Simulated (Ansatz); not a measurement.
# Cadmium, omega (AlB2-type) under revPBE: structure, energy and stiffness, part 2 of 2

What does revPBE give for cadmium in the omega (AlB2-type) structure? We relax it, solve it on a dense k-mesh, then scale the cell to 7 volumes from 88 to 112 % of the relaxed one and try a fit of the equation of state. Spin polarisation is left out. The k-meshes are 7×7×10 for the relaxation; 9×9×13 for the dense run; 8×8×11 for the volumes.

Ansatz 0.2.0; DFT, revPBE, plane waves (420 eV) with PAW, scalar-relativistic. Earlier steps stand in the parts before.

### 8 Equation of state: 104 %

Contents of input.yaml:

```yaml
crystal:
  lattice:
    - [5.2934912411, 0.0, 0.0]
    - [-2.6467456205, 4.5842978895, 0.0]
    - [0.0, 0.0, 3.1925250571]
  atoms:
    - { symbol: Cd, position: [1.0, 0.0, 0.0] }
    - { symbol: Cd, position: [0.3333333333, 0.6666666667, 0.5] }
    - { symbol: Cd, position: [0.6666666667, 0.3333333333, 0.5] }
hamiltonian:
  xc: revpbe
  pseudopotentials:
    kind: paw
    azcp:
      Cd: "pseudopotentials/Cd.paw.azcp"
basis:
  ecutwfc: 420
  fft_grid_basis: typed
kpoints:
  mp_grid: { grid: [8, 8, 11], shift: [0, 0, 0] }
magnetization:
  spin_polarized: false
scf:
  occupations: { method: fermi_dirac, width: 0.1 }
  lower_state_search: "off"
output:
  stress: true
```

The program printed (excerpt; [...] marks lines left out):

```text
Warning: RAYON_NUM_THREADS=2 ignored (pool sized by the plan → 2); use --threads N
[...]
Pseudopotentials: kind: paw
Pseudopotential: Cd, paw, valence charge 20, recommended cutoff 420 eV (normal), <dir>
Functional definition: revPBE
[...]
Crystal: 3 atoms, lattice volume = 77.473 Å³
Basis set: ecut = 420 eV, 1529 PW (Γ)
Bands: 35, of which v1, the nominal top of the filled ones, is band 30 counted from 1 (29 counted from 0)
Symmetry: 24 space group operations
Space group: P6/mmm (ITA 191), of the structure as read, at distance tolerance 4.3e-5 Å
k-points: 60 of 704
[...]
SCF iter   1: F=—  HF=-24780.800523 eV  |F-HF|=—  |Δ(HF+E_count)|=         —  Δρ=3.07e-3  dr2=6.69e-3  ethr=1.77e-3  ⟨swp⟩=5.6  Hψ=7335  notcnv=0
[...]
SCF iter   6: F=-24780.799494 eV  HF=-24780.799494 eV  |F-HF|=4.87e-9  |Δ(HF+E_count)|=   2.12e-8  Δρ=5.58e-6  dr2=3.14e-8  ethr=1.67e-10  ⟨swp⟩=4.2  Hψ=6811  notcnv=0
[...]
SCF converged after 6 iterations
Free energy (F): -24780.799494 eV
[...]
E sigma→0 (E₀):  -24780.780219 eV
Entropy (-TS):   -0.038550 eV (-12.850 meV/atom)
Fermi energy:    11.663222 eV
[...]
--- Stress (GPa, compression-positive) ---
       -0.889199      -0.000000       0.000000
       -0.000000      -0.889199       0.000000
        0.000000       0.000000      -0.912484
  P = ⅓ Tr σ = -0.8970 GPa (-8.970 kbar)
```

Run time: 3.3 s. Hardware: 2 threads of an Arm CPU, shared host; peak memory 0.38 GiB.

### 9 Equation of state: 108 %

input.yaml, as its differences from that of step 8:

```diff
@@ -2,5 +2,5 @@
   lattice:
-    - [5.2934912411, 0.0, 0.0]
-    - [-2.6467456205, 4.5842978895, 0.0]
-    - [0.0, 0.0, 3.1925250571]
+    - [5.3605045733, 0.0, 0.0]
+    - [-2.6802522867, 4.6423331376, 0.0]
+    - [0.0, 0.0, 3.2329410572]
   atoms:
@@ -27 +27,5 @@
   stress: true
+  write_density: true
+  write_potential: true
+  elf: true
+  volumetric_format: npy
```

The program printed (excerpt; [...] marks lines left out):

```text
Warning: RAYON_NUM_THREADS=2 ignored (pool sized by the plan → 2); use --threads N
[...]
[... 3 set-up lines as earlier in the session ...]
[...]
Crystal: 3 atoms, lattice volume = 80.453 Å³
Basis set: ecut = 420 eV, 1565 PW (Γ)
Bands: 36, of which v1, the nominal top of the filled ones, is band 30 counted from 1 (29 counted from 0)
[... 2 set-up lines as earlier in the session ...]
k-points: 60 of 704
[...]
SCF iter   1: F=—  HF=-24780.777258 eV  |F-HF|=—  |Δ(HF+E_count)|=         —  Δρ=3.05e-3  dr2=7.06e-3  ethr=1.77e-3  ⟨swp⟩=5.8  Hψ=7848  notcnv=0  defer=5
[...]
SCF iter   6: F=-24780.776088 eV  HF=-24780.776088 eV  |F-HF|=1.72e-8  |Δ(HF+E_count)|=   1.18e-8  Δρ=7.16e-6  dr2=4.49e-8  ethr=1.67e-10  ⟨swp⟩=9.9  Hψ=13138  notcnv=0
[...]
SCF converged after 6 iterations
Free energy (F): -24780.776088 eV
[...]
E sigma→0 (E₀):  -24780.757108 eV
Entropy (-TS):   -0.037960 eV (-12.653 meV/atom)
Fermi energy:    11.074331 eV
[...]
--- Stress (GPa, compression-positive) ---
       -1.565033       0.000000       0.000000
        0.000000      -1.565033       0.000000
        0.000000       0.000000      -1.622343
  P = ⅓ Tr σ = -1.5841 GPa (-15.841 kbar)
--- Band table (eV; the first three rows and the last of 60) ---
[...]
```

It took 5 s on 2 threads of an Arm CPU, shared host; peak memory 0.4 GiB.

### 10 Equation of state: 112 %

input.yaml, as its differences from that of step 9:

```diff
@@ -2,5 +2,5 @@
   lattice:
-    - [5.3605045733, 0.0, 0.0]
-    - [-2.6802522867, 4.6423331376, 0.0]
-    - [0.0, 0.0, 3.2329410572]
+    - [5.4258830237, 0.0, 0.0]
+    - [-2.7129415118, 4.6989525365, 0.0]
+    - [0.0, 0.0, 3.2723710536]
   atoms:
@@ -27,5 +27 @@
   stress: true
-  write_density: true
-  write_potential: true
-  elf: true
-  volumetric_format: npy
```

The program printed (excerpt; [...] marks lines left out):

```text
Warning: RAYON_NUM_THREADS=2 ignored (pool sized by the plan → 2); use --threads N
[...]
[... 3 set-up lines as earlier in the session ...]
[...]
Crystal: 3 atoms, lattice volume = 83.432 Å³
Basis set: ecut = 420 eV, 1661 PW (Γ)
Bands: 35, of which v1, the nominal top of the filled ones, is band 30 counted from 1 (29 counted from 0)
[... 1 set-up line as earlier in the session ...]
Space group: P6/mmm (ITA 191), of the structure as read, at distance tolerance 4.4e-5 Å
k-points: 60 of 704
[...]
SCF iter   1: F=—  HF=-24780.743088 eV  |F-HF|=—  |Δ(HF+E_count)|=         —  Δρ=3.03e-3  dr2=7.37e-3  ethr=1.77e-3  ⟨swp⟩=5.7  Hψ=7357  notcnv=0
[...]
SCF iter   6: F=-24780.741832 eV  HF=-24780.741832 eV  |F-HF|=3.26e-8  |Δ(HF+E_count)|=   1.08e-8  Δρ=8.36e-6  dr2=6.12e-8  ethr=1.67e-10  ⟨swp⟩=4.2  Hψ=7010  notcnv=0
[...]
SCF converged after 6 iterations
Free energy (F): -24780.741832 eV
[...]
E sigma→0 (E₀):  -24780.723385 eV
Entropy (-TS):   -0.036895 eV (-12.298 meV/atom)
Fermi energy:    10.529051 eV
[...]
--- Stress (GPa, compression-positive) ---
       -2.046301      -0.000000       0.000000
       -0.000000      -2.046301       0.000000
        0.000000       0.000000      -2.126596
  P = ⅓ Tr σ = -2.0731 GPa (-20.731 kbar)
```

It took 3.4 s on 2 threads of an Arm CPU, shared host; peak memory 0.39 GiB.

### 11 The equation of state

The cell was scaled evenly, with its shape and the fractional positions fixed.

```tsv
V (Å³/atom)	E − E₀ (meV/atom)	P from the stress (GPa)	P from the fit (GPa)
21.851	43.1	5.48	5.41
22.845	17.2	3.10	3.06
23.838	4.0	1.35	1.32
24.831	0.0	0.05	0.04
25.824	2.8	-0.90	-0.89
26.818	10.5	-1.58	-1.56
27.811	21.8	-2.07	-2.03
```

A third-order Birch-Murnaghan fit gives V₀ = 24.865 Å³/atom, B₀ = 27 GPa and B₀′ = 7.0; it misses no point by more than 0.02 meV/atom.

### 12 What came out

This closing draws on all 2 parts.

| quantity | value |
| --- | --- |
| space group (spins left aside) | P6/mmm (No. 191) |
| conventional cell | a = 5.225 Å, c = 3.151 Å (c/a = 0.603) |
| volume | 24.831 Å³/atom |
| shortest distance | 3.017 Å |
| gap on the mesh | none (levels filled in part) |
| relative to hcp | +50 meV/atom |
| V₀, B₀, B₀′ | 24.865 Å³/atom, 27 GPa, 7.0 |

What this shows: From the guessed start the volume grew by 15.0 % in 7 steps. Against the reference form of cadmium (hcp, computed apart with the same settings) it stands 50 meV/atom higher. No gap shows: it is a metal or semimetal at this level. The fitted modulus is 27 GPa; letting shape and positions relax at each volume could only lower it. The symmetry was held, so the structure may be unstable against distortions that break it.
